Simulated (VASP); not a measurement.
# SnTe (Fm-3m) in VASP: a series of runs

Runs on SnTe. Level: LDA. Tasks: single point.

Everything below comes from runs of VASP 6.6.1. Logs are shortened: lines on timing, memory, paths and dates and some standing lists are left out, and cuts for length are marked.

**The experiment to reproduce.**

From a printed reference work, textbook, for a bulk crystal of SnTe at 300 K: band gap 0.18 eV (direct).

The results are compared with them further down.

## (1) The cell of the first run

Symmetry: Fm-3m, No. 225, cubic system. The conventional cell has a = 6.313 Å, b = 6.313 Å, c = 6.313 Å, α = 90.00°, β = 90.00°, γ = 90.00°. Sn (site symmetry m-3m) has 6 Te at 3.16 Å within 4.2 Å. Te (site symmetry m-3m) has 6 Sn at 3.16 Å within 4.2 Å.

## (2) Single point, LDA

Contents of INCAR:

```
  PREC = Accurate
  ENCUT = 520
  EDIFF = 1E-6
  ISMEAR = 0
  SIGMA = 0.03
  LREAL = F
  LASPH = T
  NELM = 80
  ALGO = Normal
  ISIF = 2
  LWAVE = F
  LCHARG = F
  GGA = CA
  NBANDS = 17
```

Contents of KPOINTS:

```
Automatic mesh
0
Gamma
  10 10 10
```

Contents of POSCAR:

```
SnTe
1.0
    0.0000000000      3.1565000000      3.1565000000
    3.1565000000      0.0000000000      3.1565000000
    3.1565000000      3.1565000000      0.0000000000
Sn Te
1 1
Direct
    0.0000000000      0.0000000000      0.0000000000
    0.5000000000      0.5000000000      0.5000000000
```

Potentials or basis: VASP PAW LDA potentials, release 64 (Sn_d, Te).

Run with:

```sh
cat potpaw_LDA.64/Sn_d/POTCAR potpaw_LDA.64/Te/POTCAR > POTCAR
mpirun -np 1 vasp_std > vasp.out
```

OUTCAR:

```text
PREC = Accurate
   ENCUT = 520
   EDIFF = 1E-6
   ISMEAR = 0
   LREAL = F
   LASPH = T
   NELM = 80
   ISIF = 2
   GGA = CA

 ion  position               nearest neighbor table
   1  0.000  0.000  0.000-   2 3.16   2 3.16   2 3.16   2 3.16   2 3.16   2 3.16
   2  0.500  0.500  0.500-   1 3.16   1 3.16   1 3.16   1 3.16   1 3.16   1 3.16

  LATTYP: Found a face centered cubic cell.
 ALAT       =     6.3130000000

  Lattice vectors:

 A1 = (   0.0000000000,   3.1565000000,   3.1565000000)
 A2 = (   3.1565000000,   0.0000000000,   3.1565000000)
 A3 = (   3.1565000000,   3.1565000000,   0.0000000000)

Analysis of symmetry for initial positions (statically):
=====================================================================
 Subroutine PRICEL returns:
 Original cell was already a primitive cell.

 Routine SETGRP: Setting up the symmetry group for a
 face centered cubic supercell.

 Subroutine GETGRP returns: Found 48 space group operations
 (whereof 48 operations were pure point group operations)
 out of a pool of 48 trial point group operations.

The static configuration has the point symmetry O_h .

Analysis of symmetry for dynamics (positions and initial velocities):
=====================================================================
 Subroutine PRICEL returns:
 Original cell was already a primitive cell.

 Routine SETGRP: Setting up the symmetry group for a
 face centered cubic supercell.

 Subroutine GETGRP returns: Found 48 space group operations
 (whereof 48 operations were pure point group operations)
 out of a pool of 48 trial point group operations.

The dynamic configuration has the point symmetry O_h .

 Subroutine INISYM returns: Found 48 space group operations
 (whereof 48 operations are pure point group operations),
 and found     1 'primitive' translations

----------------------------------------------------------------------------------------

                                     Primitive cell

  volume of cell :      62.8995

  direct lattice vectors                    reciprocal lattice vectors
     0.000000000  3.156500000  3.156500000    -0.158403295  0.158403295  0.158403295
     3.156500000  0.000000000  3.156500000     0.158403295 -0.158403295  0.158403295
     3.156500000  3.156500000  0.000000000     0.158403295  0.158403295 -0.158403295

  length of vectors
     4.463965110  4.463965110  4.463965110     0.274362555  0.274362555  0.274362555

  position of ions in fractional coordinates (direct lattice)
     0.000000000  0.000000000  0.000000000
     0.500000000  0.500000000  0.500000000

  ion indices of the primitive-cell ions
   primitive index   ion index
                 1           1
                 2           2

----------------------------------------------------------------------------------------

 KPOINTS: Automatic mesh

Automatic generation of k-mesh.
 Grid dimensions read from file:
 generate k-points for:   10   10   10

 Generating k-lattice:

  Cartesian coordinates                     Fractional coordinates (reciprocal lattice)
    -0.015840329  0.015840329  0.015840329     0.100000000  0.000000000  0.000000000
     0.015840329 -0.015840329  0.015840329     0.000000000  0.100000000  0.000000000
     0.015840329  0.015840329 -0.015840329     0.000000000  0.000000000  0.100000000

  Length of vectors
     0.027436255  0.027436255  0.027436255

  Shift w.r.t. Gamma in fractional coordinates (k-lattice)
     0.000000000  0.000000000  0.000000000

 Subroutine IBZKPT returns following result:
 ===========================================

 Found     47 irreducible k-points:

 Following reciprocal coordinates:
            Coordinates               Weight
  0.000000  0.000000  0.000000      1.000000
  0.100000  0.000000  0.000000      8.000000
  0.200000  0.000000  0.000000      8.000000
  0.300000  0.000000  0.000000      8.000000
  0.400000  0.000000  0.000000      8.000000
  0.500000  0.000000  0.000000      4.000000
[... 16 lines left out ...]
  0.300000  0.300000  0.000000      6.000000
  0.400000  0.300000  0.000000     24.000000
 [... further k-points ...]
   k-points           NKPTS =     47   k-points in BZ     NKDIM =     47   number of bands    NBANDS=     17
   number of dos      NEDOS =    301   number of ions     NIONS =      2
   total plane-waves  NPLWV =  46656
   dimension x,y,z NGX =    36 NGY =   36 NGZ =   36
   dimension x,y,z NGXF=    72 NGYF=   72 NGZF=   72
   ions per type =               1   1
   NGX,Y,Z   is equivalent  to a cutoff of  13.41, 13.41, 13.41 a.u.
   NGXF,Y,Z  is equivalent  to a cutoff of  26.81, 26.81, 26.81 a.u.
 SYSTEM =  unknown system
   PREC   = accura    normal or accurate (medium, high low for compatibility)
   ISTART =      0    job   : 0-new  1-cont  2-samecut
   ICHARG =      2    charge: 1-file 2-atom 10-const
   ISPIN  =      1    spin polarized calculation?
   LNONCOLLINEAR =      F non collinear calculations
   LSORBIT =      F    spin-orbit coupling
   LASPH  =      T    aspherical Exc in radial PAW
   ENCUT  =  520.0 eV  38.22 Ry    6.18 a.u.   8.30  8.30  8.30*2*pi/ulx,y,z
   NELM   =     80;   NELMIN=  2; NELMDL= -5     # of ELM steps
   EDIFF  = 0.1E-05   stopping-criterion for ELM
   LREAL  =      F    real-space projection
   EDIFFG = 0.1E-04   stopping-criterion for IOM
   NSW    =      0    number of steps for IOM
   IBRION =     -1    ionic relax: 0-MD 1-quasi-New 2-CG
   NFREE  =      0    steps in history (QN), initial steepest desc. (CG)
   ISIF   =      2    stress and relaxation
   ISYM   =      2    0-nonsym 1-usesym 2-fastsym
   POTIM  = 0.5000    time-step for ionic-motion
   TEBEG  =    0.0;   TEEND  =   0.0 temperature during run
   PSTRESS=    0.0 pullay stress
   NELECT =      20.0000    total number of electrons
   NUPDOWN=      -1.0000    fix difference up-down
   EMIN   =  10.00;   EMAX   =-10.00  energy-range for DOS
   EFERMI =   0.00;   METHOD = LEGACY
   ISMEAR =     0;   SIGMA  =   0.03  broadening in eV -4-tet -1-fermi 0-gaus
   EFERMI_NEDOS =   21; number of points for ismear=-14 and -15
   IALGO  =     38    algorithm
   IMIX   =      4    mixing-type and parameters
     AMIX     =   0.40;   BMIX     =  1.00
     AMIX_MAG =   1.60;   BMIX_MAG =  1.00
  volume/ion in A,a.u.               =      31.45       212.23
  Fermi-wavevector in a.u.,A,eV,Ry     =   1.117384  2.111549 16.987507  1.248547
  Thomas-Fermi vector in A             =   2.254006
   LORBIT       =      0    0 simple, 1 ext, 2 COOP (PROOUT), +10 PAW based schemes
   GGA     = CA    functional components
   LHFCALC =     F    Hartree Fock is set to
   AEXX    =    0.0000 exact exchange contribution
   IVDW    =     0    specifies the selected vdW correction
   LEPSILON=     F    determine dielectric tensor
   LRPA    =     F    only Hartree local field effects (RPA)
 non-spin polarized calculation
 Gauss-broadening in eV      SIGMA  =   0.03
  energy-cutoff  :      520.00
  volume of cell :       62.90
 maximum number of plane-waves:      1717
 NGX is ok and might be reduce to    36
   NGX = 17   NGY = 17   NGZ = 17

 number of electron      19.9999999 magnetization

 Free energy of the ion-electron system (eV)
  ---------------------------------------------------
  ext. energy  EPLUGINS =         0.00000000
  ---------------------------------------------------
  free energy    TOTEN  =        -8.82078578 eV

  energy without entropy =       -8.82077885  energy(sigma->0) =       -8.82078231

 E-fermi :   6.6712     XC(G=0):  -9.7160

 val. band max:        6.6195269855   @ k =   0.5000   0.0000   0.0000
 cond. band min:       6.7229714678   @ k =   0.5000   0.0000   0.0000
 fundamental gap:      0.1034444823
 Fermi energy:         6.6712492293

 k-point     1 :       0.0000    0.0000    0.0000
  band No.  band energies     occupation
      1     -15.1203      2.00000
      2     -15.1203      2.00000
      3     -15.1115      2.00000
      4     -15.1115      2.00000
      5     -15.1115      2.00000
      6      -6.1101      2.00000
[... 9 lines left out ...]
     16      11.4541      0.00000
     17      13.4440      0.00000

 k-point     2 :       0.1000    0.0000    0.0000
  band No.  band energies     occupation
      1     -15.1207      2.00000
      2     -15.1207      2.00000
      3     -15.1114      2.00000
      4     -15.1110      2.00000
      5     -15.1110      2.00000
      6      -6.0263      2.00000
[... 9 lines left out ...]
     16      11.6606      0.00000
     17      14.1816      0.00000

 k-point     3 :       0.2000    0.0000    0.0000
  band No.  band energies     occupation
      1     -15.1219      2.00000
      2     -15.1219      2.00000
      3     -15.1110      2.00000
      4     -15.1094      2.00000
      5     -15.1094      2.00000
      6      -5.7840      2.00000
[... 9 lines left out ...]
     16      12.2370      0.00000
     17      15.6043      0.00000

 k-point     4 :       0.3000    0.0000    0.0000
  band No.  band energies     occupation
      1     -15.1235      2.00000
      2     -15.1235      2.00000
      3     -15.1105      2.00000
      4     -15.1072      2.00000
      5     -15.1072      2.00000
      6      -5.4195      2.00000
[... 9 lines left out ...]
     16      13.1449      0.00000
     17      17.3415      0.00000
[... 343 lines left out ...]
      1     -15.1242      2.00000
      2     -15.1234      2.00000
      3     -15.1099      2.00000
      4     -15.1077      2.00000
      5     -15.1065      2.00000
      6      -5.3020      2.00000
[... 9 lines left out ...]
     16      14.7485      0.00000
     17      15.1651      0.00000

 k-point    23 :       0.3000    0.3000    0.0000
  band No.  band energies     occupation
      1     -15.1311      2.00000
      2     -15.1173      2.00000
      3     -15.1141      2.00000
      4     -15.1045      2.00000
      5     -15.1045      2.00000
      6      -5.2128      2.00000
[... 9 lines left out ...]
     16      15.2264      0.00000
     17      15.2356      0.00000

 k-point    24 :       0.4000    0.3000    0.0000
  band No.  band energies     occupation
      1     -15.1331      2.00000
      2     -15.1174      2.00000
      3     -15.1140      2.00000
      4     -15.1033      2.00000
      5     -15.1030      2.00000
      6      -4.9347      2.00000
[... 9 lines left out ...]
     16      15.8549      0.00000
     17      16.2782      0.00000

 [... further k-points ...]

------------------------ aborting loop because EDIFF is reached ----------------------------------------

  FORCE on cell =-STRESS in cart. coord.  units (eV):
  Direction    XX          YY          ZZ          XY          YZ          ZX
  --------------------------------------------------------------------------------------
  -------------------------------------------------------------------------------------
  Total       -0.6700677     -0.6700677     -0.6700677      0.0000000      0.0000000      0.0000000
  in kB      -17.0679703    -17.0679703    -17.0679703      0.0000000      0.0000000      0.0000000
  external PRESSURE =     -17.0679703 kB  Pullay stress =       0.0000000 kB

 VOLUME and BASIS-vectors are now :
 -----------------------------------------------------------------------------
  energy-cutoff  :      520.00
  volume of cell :       62.90
      direct lattice vectors                 reciprocal lattice vectors
     0.000000000  3.156500000  3.156500000    -0.158403295  0.158403295  0.158403295
     3.156500000  0.000000000  3.156500000     0.158403295 -0.158403295  0.158403295
     3.156500000  3.156500000  0.000000000     0.158403295  0.158403295 -0.158403295

 POSITION                                       TOTAL-FORCE (eV/Angst)
 -----------------------------------------------------------------------------------
      0.00000      0.00000      0.00000         0.000000      0.000000      0.000000
      3.15650      3.15650      3.15650        -0.000000     -0.000000     -0.000000
 -----------------------------------------------------------------------------------
    total drift:                               -0.000000      0.000000      0.000000

  FREE ENERGIE OF THE ION-ELECTRON SYSTEM (eV)
  ---------------------------------------------------
  free  energy   TOTEN  =        -8.8207857769 eV

  energy  without entropy=       -8.8207788470  energy(sigma->0) =       -8.82078231
```

Run time: 96 s. Hardware: 1 thread of AMD EPYC 7R13, shared host; peak memory 0.17 GiB.

What came out:

```
Free energy            : -8.8208 eV
Pressure               : -1.7 GPa
Band gap on the k mesh : 0.10 eV, direct
```

Levels at points of the mesh, in eV from the valence-band top:
```csv
k point,band 6,band 7,band 8,band 9,band 10,band 11,band 12,band 13,band 14,band 15
"(0.00, 0.00, 0.00)",-12.73,-4.77,-2.06,-2.06,-2.06,3.32,3.32,3.32,4.83,4.83
"(0.50, 0.00, 0.00)",-11.46,-8.30,-1.71,-1.71,0.00,0.10,0.39,0.39,7.76,8.73
"(0.50, 0.50, 0.00)",-11.17,-6.50,-5.48,-3.65,-3.65,2.24,4.87,4.87,6.31,9.07
```

Caveat: spin-orbit coupling is left out, which moves the levels of the heavy elements.

## (3) Single point, LDA

Contents of INCAR:

```
PREC = Accurate
ENCUT = 520
EDIFF = 1E-7
ISMEAR = 0
SIGMA = 0.03
LREAL = False
LASPH = True
NELM = 80
ALGO = Normal
ISIF = 2
LWAVE = False
LCHARG = True
LELF = True
LVHAR = True
NBANDS = 17
```

KPOINTS is that of step 2.

POSCAR is that of step 2.

Potentials or basis: VASP PAW LDA potentials, release 64 (Sn_d, Te).

Run with:

```sh
cat potpaw_LDA.64/Sn_d/POTCAR potpaw_LDA.64/Te/POTCAR > POTCAR
mpirun -np 1 vasp_std > vasp.out
```

It took 90 s on 1 thread of AMD EPYC 7R13, shared host; peak memory 0.17 GiB.

The run converged. Its results:

| Quantity | Value |
| --- | --- |
| Free energy | -8.8208 eV |
| Pressure | -1.7 GPa |
| Band gap on the k mesh | 0.10 eV, direct |

Levels at points of the mesh, in eV from the valence-band top:
```
           k point  band 6  band 7  band 8  band 9  band 10  band 11  band 12  band 13  band 14  band 15
(0.00, 0.00, 0.00)  -12.73   -4.77   -2.06   -2.06    -2.06     3.32     3.32     3.32     4.83     4.83
(0.50, 0.00, 0.00)  -11.46   -8.30   -1.71   -1.71     0.00     0.10     0.39     0.39     7.76     8.73
(0.50, 0.50, 0.00)  -11.17   -6.50   -5.48   -3.65    -3.65     2.24     4.87     4.87     6.31     9.07
```

Caveat: spin-orbit coupling is left out, which moves the levels of the heavy elements.

## (4) Comparison with measurements

Step 2. Against the measured gap of SnTe, 0.18 eV (direct; 300 K; a printed reference work, textbook), the calculated 0.10 eV is off by -0.08 eV. Spin-orbit coupling on Sn, Te is left out. The value is that of LDA on a finite k mesh, which can miss the band edges, without temperature or zero-point motion. Semilocal functionals fall short of measured gaps as a rule.

Step 3. Measured gap of SnTe: 0.18 eV (direct; 300 K; a printed reference work, textbook). This calculation gives 0.10 eV (-0.08 eV). Spin-orbit coupling on Sn, Te is left out. The value is that of LDA on a finite k mesh, which can miss the band edges, without temperature or zero-point motion. Semilocal functionals fall short of measured gaps as a rule.
